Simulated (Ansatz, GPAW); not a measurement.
Given: the input of a run of GPAW 26.7.0 (ASE script) on Cu. 

File run.py:

```python
import numpy as np
from ase import Atoms
from ase.dft.bandgap import bandgap
from ase.io import write
from ase.units import Bohr
from gpaw import GPAW, PW
from gpaw.elf import elf_from_dft_calculation

atoms = Atoms(['Cu', 'Cu', 'Cu', 'Cu', 'Cu', 'Cu'],
              cell=[[2.5307640267, 0, 0.0],
                    [-1.2653820133, 2.1917059381, 0.0],
                    [0.0, 0.0, 25.32726885]],
              scaled_positions=[[0.66666667, 0.33333334, 0.2961235198],
                                [0.0, 0.0, 0.3776741119],
                                [0.33333333, 0.66666666, 0.459224704],
                                [0.0, 0.0, 0.540775296],
                                [0.66666667, 0.33333334, 0.6223258881],
                                [0.0, 0.0, 0.7038764802]],
              pbc=True)
atoms.pbc = (True, True, False)

calc = GPAW(mode=PW(450),
            xc='PBE',
            kpts={'size': (12, 12, 1), 'gamma': True},
            occupations={'name': 'fermi-dirac', 'width': 0.05},
            nbands=61,
            convergence={'density': 1e-05, 'energy': 1e-05},
            maxiter=150,
            poissonsolver={'dipolelayer': 'xy'},
            txt='gpaw.txt')
atoms.calc = calc
energy = atoms.get_potential_energy()
forces = atoms.get_forces()
calc.write('gs.gpw')
write('result.traj', atoms)
print(f'Energy: {energy:.6f} eV')
print('Forces (eV/A):')
print(forces.round(4))
print('Fermi level:', round(calc.get_fermi_level(), 4), 'eV')
print(f'Gap: {bandgap(calc)[0]:.4f} eV, direct: {bandgap(calc, direct=True)[0]:.4f} eV')

v = calc.get_electrostatic_potential().mean(axis=(0, 1))
z = np.arange(len(v)) * atoms.cell[2, 2] / len(v)
ef = calc.get_fermi_level()
np.savetxt('planar.dat', np.c_[z, v], fmt='%.4f')
below, above = np.interp([1.5, atoms.cell[2, 2] - 1.5], z, v) - ef
print(f'Work functions: bottom {below:.4f} eV, top {above:.4f} eV')
print('Dipole moment:', *calc.get_dipole_moment().round(5), 'e A')

# fields on the real-space grid
write('density.cube', atoms, data=calc.get_pseudo_density() * Bohr**3)
write('potential.cube', atoms, data=calc.get_electrostatic_potential())
write('elf.cube', atoms, data=elf_from_dft_calculation(calc).data)
```

Potentials or basis: GPAW PAW data sets (gpaw-data 1.2.1), pw.

The run is started by

```bash
$ OMP_NUM_THREADS=1 python run.py
```

Question: Set up the same calculation for Ansatz 0.2.0. Potentials or basis there: Ansatz PAW, cutoff 420 eV.

Answer: As run (cutoffs and basis follow the program's own potentials, and thresholds, step limits or extra output files can differ):

input.yaml

```yaml
crystal:
  lattice:
    - [2.5307640267, 0.0, 0.0]
    - [-1.2653820133, 2.1917059381, 0.0]
    - [0.0, 0.0, 25.32726885]
  atoms:
    - { symbol: Cu, position: [0.66666667, 0.33333334, 0.2961235198] }
    - { symbol: Cu, position: [0.0, 0.0, 0.3776741119] }
    - { symbol: Cu, position: [0.33333333, 0.66666666, 0.459224704] }
    - { symbol: Cu, position: [0.0, 0.0, 0.540775296] }
    - { symbol: Cu, position: [0.66666667, 0.33333334, 0.6223258881] }
    - { symbol: Cu, position: [0.0, 0.0, 0.7038764802] }
hamiltonian:
  xc: pbe
  pseudopotentials: { kind: paw }
kpoints:
  mp_grid: { grid: [12, 12, 1] }
scf:
  occupations: { method: fermi_dirac, width: 0.05 }
output:
  forces: true
  eigenvalues: true
efield:
  axis: 3
  dipole_correction: true
  ramp_width: 0.04
```

Potentials or basis: Ansatz PAW.

The run is started by

```console
$ ansatz run input.yaml --threads 4 --pin off --max-ram 11264MiB --backend cpu --events-out ev --progress --plain --runs-dir out
```

Both were run:

|  | GPAW | Ansatz |
| --- | --- | --- |
| Dipole across the slab | 0.00 e·Å | 0.000 e·Å |
| Work function of the upper face | 4.68 eV | 4.70 eV |
| Work function of the lower face | 4.68 eV | 4.71 eV |

The potentials hold 66 and 114 valence electrons a cell.

Where Ansatz's input types no cutoff or centring, it takes its own default and a Γ-centred mesh.
